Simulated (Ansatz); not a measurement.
The elements of this relaxed trial crystal are hidden behind letters.

```
lattice vectors (Å)
   3.8935    0.0000    0.0000
   1.8942    3.6062    0.0000
   1.8510    0.2495    5.5391
fractional positions
X 0.8741 0.1757 0.9890
X 0.8664 0.4967 0.6337
X 0.4420 0.2031 0.7546
X 0.0767 0.4702 0.1733
Z 0.1008 0.8041 0.0678
Z 0.1596 0.3758 0.4056
Z 0.4883 0.5183 0.6253
Z 0.4720 0.1784 0.0157
Z 0.7762 0.8809 0.6448
Z 0.7439 0.3969 0.1903
```

These are results of DFT PBE, scalar-relativistic, plane waves, PAW (Ansatz 0.2.0), not measurements. Plane waves to 420 eV, an 8×8×6 mesh through Γ for the 10-atom cell and 0.02 eV Gaussian smearing; no spin polarisation.

- Space group: P1 (No. 1)
- Conventional cell: a = 3.893 Å, b = 4.073 Å, c = 5.846 Å, α = 79.3°, β = 71.5°, γ = 62.3°
- Volume per atom: 7.78 Å³
- Density: 0.90 g/cm³
- Energy over the elements: +0.072 eV/atom
- Gap on the 8×8×6 mesh of the 10-atom cell: 1.80 eV

Energies are uncorrected and count from the elements' standard states at the same level.

Q: X is an s-block element of period 2 and Z is an s-block element of period 1. Which elements are they?

A: X = Be, Z = H, so the formula is Be2H3. Density times volume gives a mean mass of 0.90 × 7.78/1.6605 = 4.2 u per atom, and this set has 4.2 u. Among the elements that the hints allow, noble gases aside, only these give it. Be on its first site is surrounded by 2 H at 1.43 Å and 1 H at 1.52 Å; Be on its second site is surrounded by 3 H at 1.44–1.45 Å; H on its first site is surrounded by 2 Be at 1.42–1.43 Å; 7 more sites not described.

Kohn–Sham gaps at this level usually fall short of measured ones. This cell was reached by moving the atoms of another relaxed cell at random and relaxing again, last within the group found; it had no such test of its own.
